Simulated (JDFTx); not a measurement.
# BP (F-43m) in JDFTx: single point with PBEsol

Aim: the single point of BP with PBEsol.

Program: JDFTx 1.7.0 (patched build). These are calculated values, not measurements. Logs are shortened: lines on timing, memory, paths and dates and some standing lists are left out, and cuts for length are marked. The log counts tension as positive stress, the text compression.

## Step 1: Starting point

Symmetry: F-43m, No. 216, cubic system. Conventional cell: a = 4.538 Å, b = 4.538 Å, c = 4.538 Å, α = 90.00°, β = 90.00°, γ = 90.00°. P (site symmetry -43m) is surrounded by 4 B at 1.97 Å. Around B (site symmetry -43m) lie 4 P at 1.97 Å.

## Step 2: Single point, PBEsol

The input, BP.in:

```
lattice \
    0.0000000000     4.2877885768     4.2877885768 \
    4.2877885768     0.0000000000     4.2877885768 \
    4.2877885768     4.2877885768     0.0000000000
coords-type Lattice
ion P      0.7500000000     0.7500000000     0.7500000000 1
ion B      0.0000000000     0.0000000000     0.0000000000 1

ion-species pseudo/P.upf
ion-species pseudo/B.upf
elec-cutoff 38 304
elec-ex-corr gga-PBEsol
kpoint-folding 10 10 10
elec-smearing Fermi 0.0018374661
elec-n-bands 9
electronic-SCF nIterations 100 energyDiffThreshold 1e-09
electronic-minimize nIterations 30 energyDiffThreshold 1e-7
converge-empty-states yes
forces-output-coords Cartesian

dump-name run.$VAR
dump End Ecomponents EigStats BandEigs Kpoints Forces Stress ElecDensity
```

Potentials or basis: PseudoDojo-SR-PBEsol-0.4.1-standard with smoothed tails.

Run with:

```bash
> jdftx -c 1 -i BP.in -o BP.out
```

Log:

```text
*************** JDFTx 1.7.0 (patched build) ***************

Input parsed successfully to the following command list (including defaults):
[... the input with its defaults ...]

---------- Setting up symmetries ----------

Found 48 point-group symmetries of the bravais lattice
Found 24 space-group symmetries with basis
Applied RMS atom displacement 0 bohrs to make symmetries exact.

---------- Initializing the Grid ----------
R =
[            0      4.28779      4.28779  ]
[      4.28779            0      4.28779  ]
[      4.28779      4.28779            0  ]
unit cell volume = 157.663
G =
[  -0.732684   0.732684   0.732684  ]
[   0.732684  -0.732684   0.732684  ]
[   0.732684   0.732684  -0.732684  ]
Minimum fftbox size, Smin = [  48  48  48  ]
Chosen fftbox size, S = [  48  48  48  ]

---------- Initializing tighter grid for wavefunction operations ----------
R =
[            0      4.28779      4.28779  ]
[      4.28779            0      4.28779  ]
[      4.28779      4.28779            0  ]
unit cell volume = 157.663
G =
[  -0.732684   0.732684   0.732684  ]
[   0.732684  -0.732684   0.732684  ]
[   0.732684   0.732684  -0.732684  ]
Minimum fftbox size, Smin = [  36  36  36  ]
Chosen fftbox size, S = [  36  36  36  ]

---------- Exchange Correlation functional ----------
Initalized PBEsol GGA exchange.
Initalized PBEsol GGA correlation.

---------- Setting up pseudopotentials ----------
Width of ionic core gaussian charges (only for fluid interactions / plotting) set to 0

Reading pseudopotential file 'pseudo/P.upf':
  'P' pseudopotential, 'PBESOL' functional
  Generated using ONCVPSP code by D. R. Hamann
  5 valence electrons, 2 orbitals, 6 projectors, 1001 radial grid points, with lMax = 2
    3S    l: 0   occupation:  2.0   eigenvalue: -0.511448
    3P    l: 1   occupation:  3.0   eigenvalue: -0.201377
  Core radius for overlap checks: 1.66 bohrs.

Reading pseudopotential file 'pseudo/B.upf':
  'B' pseudopotential, 'PBESOL' functional
  Generated using ONCVPSP code by D. R. Hamann
  3 valence electrons, 2 orbitals, 4 projectors, 1001 radial grid points, with lMax = 1
    2S    l: 0   occupation:  2.0   eigenvalue: -0.344017
    2P    l: 1   occupation:  1.0   eigenvalue: -0.130657
  Core radius for overlap checks: 1.18 bohrs.

Initialized 2 species with 2 total atoms.

Folded 1 k-points by 10x10x10 to 1000 k-points.

---------- Setting up k-points, bands, fillings ----------
Adding inversion symmetry to k-mesh for non-inversion-symmetric unit cell.
Reduced to 47 k-points under symmetry.
Computing the number of bands and number of electrons
Calculating initial fillings.
nElectrons:   8.000000   nBands: 9   nStates: 47

----- Setting up reduced wavefunction bases (one per k-point) -----
average nbasis = 1764.131 , ideal nbasis = 1764.004

---------- Setting up ewald sum ----------
Optimum gaussian width for ewald sums = 1.947439 bohr.
Real space sum over 1331 unit cells with max indices [  5  5  5  ]
Reciprocal space sum over 2197 terms with max indices [  6  6  6  ]

---------- Allocating electronic variables ----------
Initializing wave functions:  linear combination of atomic orbitals
Note: number of bands (9) exceeds available atomic orbitals (8)
P pseudo-atom occupations:   s ( 2 )  p ( 3 )
B pseudo-atom occupations:   s ( 2 )  p ( 1 )
	FillingsUpdate:  mu: +0.392900420  nElectrons: 8.000000
LCAOMinimize: Iter:   0  F: -9.4101727343226163  |grad|_K:  4.100e-03  alpha:  1.000e+00
	FillingsUpdate:  mu: +0.388816585  nElectrons: 8.000000
LCAOMinimize: Iter:   1  F: -9.4243364904991331  |grad|_K:  1.751e-04  alpha:  4.593e-01  linmin:  4.850e-01  cgtest: -6.107e-01
	FillingsUpdate:  mu: +0.388539769  nElectrons: 8.000000
[... 6 lines of inner loops ...]
LCAOMinimize: Iter:   4  F: -9.4243791955577230  |grad|_K:  3.685e-08  alpha:  9.434e-01  linmin: -9.984e-06  cgtest:  2.706e-05
	FillingsUpdate:  mu: +0.388686529  nElectrons: 8.000000
LCAOMinimize: Iter:   5  F: -9.4243791955590375  |grad|_K:  9.813e-09  alpha:  5.163e-01  linmin: -9.929e-03  cgtest:  1.903e-02
LCAOMinimize: Converged (|Delta F|<1.000000e-06 for 2 iters).

-------- Electronic minimization -----------
Will mix electronic density at each iteration.
	FillingsUpdate:  mu: +0.388686529  nElectrons: 8.000000
	FillingsUpdate:  mu: +0.349616145  nElectrons: 8.000000
SCF: Cycle:  0   F: -9.487769221463260   dF: -6.339e-02   |Residual|: 6.381e-02   |deigs|: 1.862e-01
	FillingsUpdate:  mu: +0.353139137  nElectrons: 8.000000
SCF: Cycle:  1   F: -9.489738533758830   dF: -1.969e-03   |Residual|: 3.512e-02   |deigs|: 1.263e-02
	FillingsUpdate:  mu: +0.358065162  nElectrons: 8.000000
SCF: Cycle:  2   F: -9.490082016507982   dF: -3.435e-04   |Residual|: 3.263e-03   |deigs|: 5.007e-03
	FillingsUpdate:  mu: +0.358296771  nElectrons: 8.000000
SCF: Cycle:  3   F: -9.490089069304560   dF: -7.053e-06   |Residual|: 1.693e-03   |deigs|: 9.328e-04
	FillingsUpdate:  mu: +0.358524312  nElectrons: 8.000000
SCF: Cycle:  4   F: -9.490090186835035   dF: -1.118e-06   |Residual|: 3.782e-04   |deigs|: 3.998e-04
	FillingsUpdate:  mu: +0.358531165  nElectrons: 8.000000
SCF: Cycle:  5   F: -9.490090602999180   dF: -4.162e-07   |Residual|: 1.299e-04   |deigs|: 3.763e-04
	FillingsUpdate:  mu: +0.358521128  nElectrons: 8.000000
SCF: Cycle:  6   F: -9.490090702856484   dF: -9.986e-08   |Residual|: 4.219e-05   |deigs|: 2.663e-04
	FillingsUpdate:  mu: +0.358529073  nElectrons: 8.000000
SCF: Cycle:  7   F: -9.490090742124849   dF: -3.927e-08   |Residual|: 1.701e-05   |deigs|: 3.034e-04
	FillingsUpdate:  mu: +0.358528781  nElectrons: 8.000000
SCF: Cycle:  8   F: -9.490090752726976   dF: -1.060e-08   |Residual|: 6.740e-06   |deigs|: 1.166e-04
	FillingsUpdate:  mu: +0.358529128  nElectrons: 8.000000
SCF: Cycle:  9   F: -9.490090758044021   dF: -5.317e-09   |Residual|: 3.588e-06   |deigs|: 1.393e-04
	FillingsUpdate:  mu: +0.358528831  nElectrons: 8.000000
SCF: Cycle: 10   F: -9.490090759189700   dF: -1.146e-09   |Residual|: 2.109e-06   |deigs|: 5.792e-05
	FillingsUpdate:  mu: +0.358528680  nElectrons: 8.000000
SCF: Cycle: 11   F: -9.490090759867794   dF: -6.781e-10   |Residual|: 2.188e-06   |deigs|: 1.820e-04
	FillingsUpdate:  mu: +0.358528698  nElectrons: 8.000000
SCF: Cycle: 12   F: -9.490090760005321   dF: -1.375e-10   |Residual|: 1.095e-06   |deigs|: 1.380e-04
SCF: Converged (|Delta E|<1.000000e-09 for 2 iters).

Setting wave functions to eigenvectors of Hamiltonian
Converging empty states (this may take a while):
EmptyStates: None of the convergence criteria satisfied.
|deigs|: 1.118e-03

# Stress tensor in Cartesian coordinates [Eh/a0^3]:
[  6.48305e-05            0            0  ]
[            0  6.48305e-05            0  ]
[            0            0  6.48305e-05  ]

# Ionic positions in lattice coordinates:
ion P   0.750000000000000   0.750000000000000   0.750000000000000 1
ion B   0.000000000000000   0.000000000000000   0.000000000000000 1

# Forces in Cartesian coordinates:
force P  -0.000000000000000  -0.000000000000000  -0.000000000000000 1
force B   0.000000000000000   0.000000000000000   0.000000000000000 1

# Energy components:
   Eewald =      -10.4916197707563548
       EH =        0.6183398834429693
     Eloc =       -2.4246383046516731
      Enl =        1.0828814160751765
      Exc =       -3.3012639371611541
 Exc_core =        0.4000206053792706
       KE =        4.6261893524056736
-------------------------------------
     Etot =       -9.4900907552660918
       TS =        0.0000000047392288
-------------------------------------
        F =       -9.4900907600053213

IonicMinimize: Iter:   0  F: -9.490090760005321  |grad|_K:  3.896e-36
IonicMinimize: Converged (|grad|_K<1.000000e-04).

#--- Lowdin population analysis ---
# oxidation-state P +0.712
# oxidation-state B -0.657

Dumping 'run.eigStats' ...
	eMin: -0.231149 at state 0 ( [ +0.000000 +0.000000 +0.000000 ] spin 0 )
	HOMO: +0.338302 at state 0 ( [ +0.000000 +0.000000 +0.000000 ] spin 0 )
	mu  : +0.358529
	LUMO: +0.380110 at state 27 ( [ +0.000000 +0.400000 +0.400000 ] spin 0 )
	eMax: +0.894258 at state 30 ( [ +0.000000 +0.500000 +0.500000 ] spin 0 )
	HOMO-LUMO gap: +0.041807
	Optical gap  : +0.123478 at state 0 ( [ +0.000000 +0.000000 +0.000000 ] spin 0 )
WARNING: the last solve of the electrons (or of bands or displaced states from it) ended unconverged.
Done!
[note: mu as printed may lie anywhere between the filled and the empty levels]
```

Run time: 50 s. Hardware: 1 thread of Arm Neoverse V1, shared host; peak memory 0.09 GiB.

Results:

```yaml
Free_energy: -258.2385 eV
Pressure: -1.9 GPa
Band_gap_on_the_k_mesh: 1.14 eV, indirect (least direct gap 3.36 eV)
Loewdin_charges: P +0.71; B -0.66 e
```

Levels at points of the mesh, in eV from the valence-band top:
```csv
k point,band 1,band 2,band 3,band 4,band 5,band 6
"(0.00, 0.00, 0.00)",-15.50,0.00,0.00,0.00,3.36,3.36
"(0.00, 0.00, 0.50)",-12.15,-9.09,-1.76,-1.76,3.72,4.65
"(0.00, 0.50, 0.50)",-10.62,-8.59,-4.14,-4.14,1.23,1.52
```

Caveat: the empty levels aren't tightly converged. A k mesh can miss the band edges.

## Step 3: For comparison

An earlier run on the cell as given: functional PBEsol; potentials or basis PseudoDojo-SR-PBEsol-0.4.1-standard with smoothed tails; cutoff 1034 eV; density cutoff 8272 eV; k mesh 10 × 10 × 10; occupations fermi-dirac, width 0.05 eV; no spin polarisation.

* Pressure: -1.9 GPa
* Band gap on the k mesh: 1.14 eV, indirect (least direct gap 3.36 eV)
* Loewdin charges: P +0.71; B -0.66 e
